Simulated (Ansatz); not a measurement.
input.yaml

```yaml
crystal:
  lattice:
    - [0.0, 2.2992253555, 2.2992253555]
    - [2.2992253555, 0.0, 2.2992253555]
    - [2.2992253555, 2.2992253555, 0.0]
  atoms:
    - { symbol: Mg, position: [0.0, 0.0, 0.0] }
    - { symbol: O, position: [0.5, 0.5, 0.5] }
basis:
  ecutwfc: 420
kpoints:
  mp_grid: { grid: [8, 8, 8] }
hamiltonian:
  xc: pbe
scf:
  occupations: { method: gaussian, width: 0.02 }
output:
  forces: true
  stress: true
  eigenvalues: true
```

Command:
```bash
ansatz run input.yaml --threads 1 --pin off --max-ram 1331MiB --backend cpu --events-out ev --progress --plain --runs-dir out
```

These are results of Ansatz, DFT PBE, scalar-relativistic, plane waves, PAW, not measurements.

From the run's log, abridged (final results; tables in files aren't shown):

```
SCF 1 converged in 7 iterations: F = -2493.722766 eV  dr2 = 8.41e-8
SCF converged after 7 iterations
Free energy (F): -2493.722766 eV
Harris-Foulkes:  -2493.722766 eV  (|F-HF|=7.37e-8)
Internal energy: -2493.722766 eV  (E = F + TS)
E sigma→0 (E₀):  -2493.722766 eV
Fermi energy:    6.567898 eV
--- Per-component energies (eV) ---
  E_band       = -342.437408
  E_kinetic    = 249.274134
  E_local      = -1763.728242  (includes V_loc(G=0)·N_el)
  E_nonlocal   = 142.469996
  E_hartree    = 612.823896
  E_xc         = -103.087951
  E_vxc        = -131.924317  (∫ρ·V_xc dr)
  E_paw        = -450.450437  (= ΣΔE_a)
  E_vpaw       = -64.173125  (= ΣTr[D̂ρ^β])
  E_aug_tail   = 0.002402  (compensation charges beyond the density's cutoff)
  E_ewald      = -1181.026565
  E_smearing   =  0.000000  (= −TS)
--- Forces (eV/Å), atoms counted from 1 ---
  atom   1  Mg     0.00000000     0.00000000     0.00000000
  atom   2  O      0.00000000     0.00000000     0.00000000
--- Stress (GPa, compression-positive) ---
      -21.614849       0.000000       0.000000
        0.000000     -21.614849       0.000000
        0.000000       0.000000     -21.614849
  P = ⅓ Tr σ = -21.6148 GPa (-216.148 kbar)
--- Band table (eV; the first three rows and the last of 29) ---
  k-point 0: bands = ["-68.0457", "-34.7871", "-34.7871", "-34.7871", "-10.8452", "5.2765", "5.2765", "5.2765", "7.8592", "19.5716", "19.5716", "19.5716"]
  k-point 1: bands = ["-68.0454", "-34.7912", "-34.7876", "-34.7876", "-10.7449", "4.4005", "5.2128", "5.2128", "8.7985", "17.9634", "19.7703", "19.7703"]
  k-point 2: bands = ["-68.0446", "-34.8010", "-34.7888", "-34.7888", "-10.4908", "3.0697", "5.0626", "5.0626", "10.2597", "16.2072", "19.7602", "19.7602"]
  k-point 28: bands = ["-68.0428", "-34.8043", "-34.8043", "-34.7974", "-9.9173", "3.0766", "3.0766", "3.9299", "14.5372", "15.1918", "15.1918", "17.6641"]
```

The run converged.